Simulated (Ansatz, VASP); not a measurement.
## Two plane-wave programs on Pd

```xyz
1
Lattice="2.6261 0.0000 0.0000 0.0000 2.6261 0.0000 0.0000 0.0000 2.5868" Properties=species:S:1:pos:R:3 pbc="T T T"
Pd    0.0000    0.0000    0.0000
```

Change from the starting cell: z stretched by -1 % at fixed volume, PAW files.

Alike in both runs: task electric field gradients; functional PBE; k mesh 13 × 13 × 13; occupations fermi-dirac, width 0.03 eV; no spin polarisation.

```csv
,VASP,Ansatz
version,VASP 6.6.1,Ansatz 0.2.0
potentials or method,"VASP PAW PBE potentials, release 64 (Pd)","PAW with Ansatz's default frozen-core files, scalar-relativistic"
plane-wave cutoff (eV),520,420
valence electrons in the cell,10,18
```

Ansatz gave:

```
pressure (GPa)                                                 : 0.0
largest component of the traceless stress (GPa)                : 2.84
Vzz of the field gradient on the site that differs most (V/Å²) : 8.6
```

Question: Which values does VASP return?

Answer: Pressure (GPa): -0.3; largest component of the traceless stress (GPa): 2.80; Vzz of the field gradient on the site that differs most (V/Å²): 3.2.

The two sets of potentials don't hold the same shells in valence. Ansatz warned: «gradients_without_spin_orbit».
